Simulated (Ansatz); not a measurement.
Crystal: CuO (Tenorite).

```xyz
4
Lattice="2.3418 -1.7113 0.0000 2.3418 1.7113 0.0000 -0.8500 0.0000 5.0579" Properties=species:S:1:pos:R:3 pbc="T T T"
Cu    0.7459   -0.8557    2.5289
Cu    1.1709    0.8557    0.0000
O     1.7043    0.2793    3.7934
O     2.1293   -0.2793    1.2645
```

A run of Ansatz 0.2.0 on this cell left the log below. Logs are shortened: lines on timing, memory, paths and dates and some standing lists are left out, and cuts for length are marked.

```text
Warning: RAYON_NUM_THREADS=2 ignored (pool sized by the plan → 2); use --threads N
Engine: ansatz 0.2.0, aarch64-unknown-linux-gnu
Pseudopotentials: kind: paw
Pseudopotential: Cu, paw, valence charge 19, recommended cutoff 420 eV (normal), Cu.paw.azcp
Pseudopotential: O, paw, valence charge 6, recommended cutoff 420 eV (normal), O.paw.azcp
Functional definition: PBE
  parameter kappa = 0.804
  parameter beta = 0.06672455060314922
  exchange = pbe_x(kappa = kappa, mu = beta*pi^2/3)
  correlation = pbe_c(beta = beta)
Crystal: 4 atoms, lattice volume = 40.540 Å³
Basis set: ecut = 420 eV, 787 PW (Γ), exchange–correlation on 40×40×72 points (8 copies of the dense FFT grid, shifted against one another)
Bands: 30, of which v1, the nominal top of the filled ones, is band 25 counted from 1 (24 counted from 0)
Symmetry: 4 space group operations
Space group: C2/c (ITA 15), of the structure as read, at distance tolerance 3.4e-5 Å
k-points: 60 of 196
Non-local potential: Cu, projectors of the file, l = 0: 3, l = 1: 2, l = 2: 3, l = 3: 1
Non-local potential: O, projectors of the file, l = 0: 2, l = 1: 2, l = 2: 1
PAW form: soft (Blöchl's): semilocal exchange-correlation on the pseudo side does not see the compensation charge
PAW one-centre angular grid: Cu, 590 points (default); XC on 64 Gauss nodes
PAW one-centre angular grid: O, 110 points (default); XC on 64 Gauss nodes
Initial density: superposition of atomic densities (neutral atoms: chi_scale 0, normalization atom), corrected by the library's trained network
Initial wavefunctions: pseudopotential atomic-orbital guess
Functional: x = pbe(κ = 0.804, μ = 0.2195149727645171), c = pbe(β = 0.06672455060314922)
SCF iter   1: F=—  HF=-14382.361397 eV  |F-HF|=—  |Δ(HF+E_count)|=         —  Δρ=4.86e-3  dr2=2.34e-3  ethr=1.77e-3  ⟨swp⟩=5.8  Hψ=6283  notcnv=0
preconditioner: auto → Kerker (q_TF=auto, 2.825 Å⁻¹)  [metal: Δε(μ)=0.034 eV  Ē_g=11.257 eV  σ=0.050 eV  W_gap=0.17  n_scr=20 (ndim 8)  ℏωp=34.0 eV  f_vac=0.000  D(μ)=2.33/eV (n_scr^D=26)]
SCF iter   2: F=—  HF=-14382.360929 eV  |F-HF|=—  |Δ(HF+E_count)|=   4.68e-4  Δρ=2.39e-3  dr2=7.16e-4  ethr=4.69e-6  ⟨swp⟩=2.0  Hψ=3289  notcnv=0
SCF iter   3: F=—  HF=-14382.360793 eV  |F-HF|=—  |Δ(HF+E_count)|=   1.35e-4  Δρ=4.00e-4  dr2=5.08e-5  ethr=1.43e-6  ⟨swp⟩=2.9  Hψ=2732  notcnv=0
SCF iter   4: F=—  HF=-14382.360809 eV  |F-HF|=—  |Δ(HF+E_count)|=   1.56e-5  Δρ=1.34e-4  dr2=6.47e-6  ethr=1.02e-7  ⟨swp⟩=2.0  Hψ=2824  notcnv=0
SCF iter   5: F=—  HF=-14382.360810 eV  |F-HF|=—  |Δ(HF+E_count)|=   1.12e-6  Δρ=4.82e-5  dr2=6.66e-7  ethr=1.29e-8  ⟨swp⟩=2.2  Hψ=2835  notcnv=0
SCF iter   6: F=—  HF=-14382.360810 eV  |F-HF|=—  |Δ(HF+E_count)|=   2.60e-7  Δρ=3.06e-5  dr2=2.43e-7  ethr=2.00e-10  ⟨swp⟩=5.1  Hψ=7668  notcnv=0
SCF iter   7: F=-14382.360810 eV  HF=-14382.360810 eV  |F-HF|=9.33e-9  |Δ(HF+E_count)|=   8.30e-8  Δρ=7.82e-6  dr2=1.30e-8  ethr=2.00e-10  ⟨swp⟩=4.7  Hψ=6898  notcnv=0
SCF 1 converged in 7 iterations: F = -14382.360810 eV  dr2 = 1.30e-8
  greatest PAW one-centre occupation: 1.000 electrons in one spin orbital (limit 2), on the Cu atom at site 1 (counted from 0), in its partial waves of l = 0
SCF converged after 7 iterations
Free energy (F): -14382.360810 eV
Harris-Foulkes:  -14382.360810 eV  (|F-HF|=9.33e-9)
Internal energy: -14382.342388 eV  (E = F + TS)
E sigma→0 (E₀):  -14382.351599 eV
Entropy (-TS):   -0.018422 eV (-4.606 meV/atom)
Fermi energy:    12.262962 eV
--- Per-component energies (eV) ---
  E_band       = -854.220310
  E_kinetic    = 943.193062
  E_local      = -9663.290640  (includes V_loc(G=0)·N_el)
  E_nonlocal   = 879.167374
  E_hartree    = 4186.656195
  E_xc         = -323.944275
  E_vxc        = -415.867285  (∫ρ·V_xc dr)
  E_paw        = -3639.801740  (= ΣΔE_a)
  E_vpaw       = -970.741027  (= ΣTr[D̂ρ^β])
  E_aug_tail   = 0.005569  (compensation charges beyond the density's cutoff)
  E_ewald      = -6764.327933
  E_smearing   = -0.018422  (= −TS)
  E_closure    = -0.000000  (closes the sum)
  Σ components = -14382.360810   (vs F -14382.360810, Δ=0.00e0)
--- Forces (eV/Å), atoms counted from 1 ---
  atom   1  Cu     0.00000000     0.00000000     0.00000000
  atom   2  Cu     0.00000000    -0.00000000     0.00000000
  atom   3  O      0.00000000    -0.28343389    -0.00000000
  atom   4  O     -0.00000000     0.28343389     0.00000000
  max |Σ_I F_I| component: 1.89e-29 eV/Å
--- Stress (GPa, compression-positive) ---
        5.477046      -0.000000      -1.097171
       -0.000000       6.960894       0.000000
       -1.097165       0.000000       4.812934
  P = ⅓ Tr σ = 5.7503 GPa (57.503 kbar)
--- Band table (eV; the first three rows and the last of 60) ---
  k-point 0: bands = ["-100.3341", "-100.3335", "-57.8714", "-57.8708", "-57.8340", "-57.8257", "-57.4236", "-57.4232", "-7.7300", "-6.3931", "4.0457", "6.6603", "7.0581", "8.9332", "9.1099", "9.1167", "9.1788", "9.2744", "9.5471", "9.6358", "9.8664", "10.0359", "10.0972", "10.5932", "12.4599", "13.1973", "13.9442", "18.2490", "20.3784", "25.5742"]
  k-point 1: bands = ["-100.3341", "-100.3336", "-57.8712", "-57.8709", "-57.8328", "-57.8270", "-57.4236", "-57.4233", "-7.5633", "-6.6256", "4.6311", "6.7849", "7.0977", "7.9902", "8.4613", "8.5362", "9.3322", "9.5111", "9.7622", "9.7882", "9.9661", "10.2186", "10.4541", "10.4570", "12.4098", "12.9613", "14.7299", "17.4655", "21.5915", "25.6022"]
  k-point 2: bands = ["-100.3338", "-100.3338", "-57.8710", "-57.8710", "-57.8299", "-57.8299", "-57.4234", "-57.4234", "-7.1263", "-7.1263", "6.1283", "6.1283", "7.0544", "7.0544", "8.1859", "8.1859", "9.5152", "9.5152", "9.8521", "9.8521", "10.0303", "10.0303", "10.7298", "10.7298", "12.4970", "12.4970", "16.1574", "16.1574", "23.9044", "23.9044"]
  k-point 59: bands = ["-100.3325", "-100.3325", "-57.8827", "-57.8827", "-57.8299", "-57.8299", "-57.4314", "-57.4314", "-6.2897", "-6.2897", "5.7332", "5.7332", "6.4883", "6.4883", "7.1827", "7.1827", "9.6151", "9.6151", "9.9739", "9.9739", "10.5277", "10.5277", "10.8533", "10.8533", "11.9350", "11.9350", "17.6847", "17.6847", "21.2464", "21.2464"]
```

Task: What input gives this log?

Result: Single point with PBE, no spin polarisation. The files as run (others can give the same):

input.yaml
```yaml
crystal:
  lattice:
    - [2.34185, -1.7113, 0.0]
    - [2.34185, 1.7113, 0.0]
    - [-0.8500274268, 0.0, 5.0578693947]
  atoms:
    - { symbol: Cu, position: [0.5, 0.0, 0.5] }
    - { symbol: Cu, position: [0.0, 0.5, 0.0] }
    - { symbol: O, position: [0.4184, 0.5816, 0.75] }
    - { symbol: O, position: [0.5816, 0.4184, 0.25] }
hamiltonian:
  xc: pbe
  pseudopotentials: { kind: paw }
kpoints:
  mp_grid: { grid: [7, 7, 4] }
scf:
  occupations: { method: fermi_dirac, width: 0.05 }
output:
  forces: true
  stress: true
  eigenvalues: true
```

Potentials or basis: Ansatz PAW.
Command:
```bash
$ ansatz run input.yaml --threads 2 --pin off --max-ram 5120MiB --backend cpu --events-out ev --progress --plain --runs-dir out
```

Caveat: the pressure holds a Pulay correction of +0.7 GPa for the finite cutoff; the run has no spin polarisation, though such a crystal can be magnetic; semilocal functionals often make such compounds metallic where correlation or magnetic order opens a gap, which also shifts bond lengths.
